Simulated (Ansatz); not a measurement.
**Fe: stress in a strained cell**

Fe is deformed so: z strained by -3 % at fixed volume. What stress and forces result, by LAPW, PAW and all-electron datasets made for the crystal?

The COD cell was measured well above room temperature, so it is larger than a cold one.

Computed with Ansatz 0.2.0 (DFT PBE, scalar-relativistic, unless a step's input says otherwise).

## (1) Starting point

Symmetry: Im-3m, No. 229, cubic system. Conventional cell: a = 2.878 Å, b = 2.878 Å, c = 2.878 Å, α = 90.00°, β = 90.00°, γ = 90.00°. Fe (site symmetry m-3m) is surrounded by 8 Fe at 2.49 Å.

As a file:

```cif
data_structure
_symmetry_space_group_name_H-M 'Im-3m'
_symmetry_Int_Tables_number 229
_cell_length_a 2.8780
_cell_length_b 2.8780
_cell_length_c 2.8780
_cell_angle_alpha 90.000
_cell_angle_beta 90.000
_cell_angle_gamma 90.000
_cell_volume 23.84
loop_
_atom_site_label
_atom_site_type_symbol
_atom_site_symmetry_multiplicity
_atom_site_Wyckoff_symbol
_atom_site_fract_x
_atom_site_fract_y
_atom_site_fract_z
_atom_site_occupancy
Fe1 Fe 2 a 0.00000 0.00000 0.00000 1
```

The file gives the conventional cell by its symmetry; the runs use the cell typed in the input.

## (2) The deformed structure

Space group Im-3m before, I4/mmm after.

## (3) LAPW, all electrons

The input, input.yaml:

```yaml
crystal:
  lattice:
    - [-1.4610831316, 1.4610831316, 1.39583]
    - [1.4610831316, -1.4610831316, 1.39583]
    - [1.4610831316, 1.4610831316, -1.39583]
  atoms:
    - { symbol: Fe, position: [0.0, 0.0, 0.0], spin: 3.0 }
magnetization:
  spin_polarized: true
kpoints:
  mp_grid: { grid: [20, 20, 20] }
scf:
  occupations: { method: fermi_dirac, width: 0.05 }
hamiltonian:
  xc: pbe
  pseudopotentials: { kind: all_electron, lapw: { basis_error: 0.00025 } }
output:
  forces: true
  stress: true
  eigenvalues: true
```

## (4) PAW on the default files

Edit input.yaml of step 3 so:

```diff
@@ -15,3 +15,3 @@
   xc: pbe
-  pseudopotentials: { kind: all_electron, lapw: { basis_error: 0.00025 } }
+  pseudopotentials: { kind: paw }
 output:
@@ -20 +20,2 @@
   eigenvalues: true
+  efg: { contact_densities: true }
```

## (5) All-electron PAW on datasets made for the crystal

Edit input.yaml of step 4 so:

```diff
@@ -15,3 +15,3 @@
   xc: pbe
-  pseudopotentials: { kind: paw }
+  pseudopotentials: { kind: all_electron, datasets: crystal }
 output:
```

(Steps that only read results are left out.)

What does the calculation give? Wanted: pressure; largest shear or deviatoric stress.

As calculated:

```
                                 quantity                                              value
                                 pressure  LAPW -8.09, PAW -7.91, crystal datasets -8.09 GPa
largest shear or deviatoric stress (LAPW)                                           3.70 GPa
```

**Reading.** The largest part of the stress beyond the pressure is 3.70 GPa in size, in the zz component. No run of the undeformed cell stands beside it, so the pressure holds what the given cell had before the change. PAW: stress within 0.20 GPa of LAPW. Crystal datasets: stress within 0.01 GPa of LAPW. The magnetic state is the one reached from the start moments in this cell; it needn't be the ground state.
